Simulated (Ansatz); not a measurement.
# Ti: a normal mode against strain

A grid of calculations on Ti (P6_3/mmc, No. 194; 2 atoms in the cell), to see where the energy is lowest and how it rises around there.

Computed with Ansatz 0.2.0 (DFT PBE, scalar-relativistic, plane waves, PAW, unless a step's input says otherwise).

3 further runs of the same task are left out: 1 for a known fault of the program, 2 set aside as unsound or not needed.

### 1 The starting structure

Symmetry: P6_3/mmc, No. 194, hexagonal system. The conventional cell has a = 2.938 Å, b = 2.938 Å, c = 4.651 Å, α = 90.00°, β = 90.00°, γ = 120.00°. Ti (site symmetry -6m2) is surrounded by 12 Ti at 2.88 to 2.94 Å.

Structure file:

```
CELL_PARAMETERS angstrom
2.93826 0.00000 0.00000
-1.46913 2.54461 0.00000
0.00000 0.00000 4.65056
ATOMIC_POSITIONS crystal
Ti 0.33333 0.66667 0.25000
Ti 0.66667 0.33333 0.75000
```

It is the result of an earlier relaxation at this level (volume 17.39 Å³/atom; gap on the mesh: none (metal)).

### 2 The grid

The energy is mapped over a normal mode and a strain (zone-centre modes of the cell shown) (x along [1 0 0], y along [1 2 0], z along [0 0 1] of the conventional cell).

First coordinate, amplitude of mode 4 (130 cm⁻¹), largest displacement in the unstrained cell: 5 values from −0.225 Å. Second coordinate, equal normal strain along x, y and z: 5 values from −2.50 %.

Nothing else is relaxed (the pattern is fixed in fractional coordinates). Energies count from the relaxed high-symmetry cell. Points are written as (first, second).

The modes come from a phonon run on the reference cell, made beforehand.

Displacement patterns for an amplitude of 1 (Å):

```
atom      x1     y1     z1
 Ti1   1.000  0.000  0.000
 Ti2  -1.000  0.000  0.000
```

### 3 Grid point (0.000 Å, −2.50 %)

Contents of input.yaml:

```yaml
crystal:
  lattice:
    - [2.8648004617, 0.0, 0.0]
    - [-1.4324002308, 2.4809899766, 0.0]
    - [0.0, 0.0, 4.5342933688]
  atoms:
    - { symbol: Ti, position: [0.3333333333, 0.6666666667, 0.25] }
    - { symbol: Ti, position: [0.6666666667, 0.3333333333, 0.75] }
basis:
  ecutwfc: 520.0
kpoints:
  mp_grid: { grid: [18, 18, 10] }
hamiltonian:
  xc: pbe
  pseudopotentials: { kind: paw, azcp: { folder: soft_1 } }
scf:
  occupations: { method: gaussian, width: 0.15 }
output:
  forces: true
  stress: true
  eigenvalues: true
```

Run with:

```console
> ansatz run input.yaml --threads 1 --pin off --max-ram 2048MiB --backend cpu --events-out ev --progress --plain --runs-dir out
```

The session goes on with these runs: the other points that were computed.

Before running it: what results should come out? Wanted: lowest point; highest computed point; largest force on an atom; pressure.

**Answer**, as computed:

| quantity | value |
| --- | --- |
| lowest point | (0.000 Å, 0.00 %), 0 meV |
| highest computed point | (−0.225 Å, 2.50 %), 192 meV above the lowest |
| largest force on an atom (eV/Å) | 0.00 at (0.000 Å, −2.50 %) to 0.47 at (−0.225 Å, 2.50 %); 0.00 at the lowest point |
| pressure (GPa) | −7.5 at (−0.225 Å, 2.50 %) to 9.8 at (0.000 Å, −2.50 %); 0.0 at the lowest point |
| time for all points | 11 min on 1 thread, shared host |

In words: The lowest computed point is at (0.000 Å, 0.00 %), which is the relaxed high-symmetry cell itself. The grid shows no other well, apart from its symmetry copies. The highest computed point, (−0.225 Å, 2.50 %), lies 192 meV above the lowest. Round the minimum the two coordinates are nearly uncoupled.
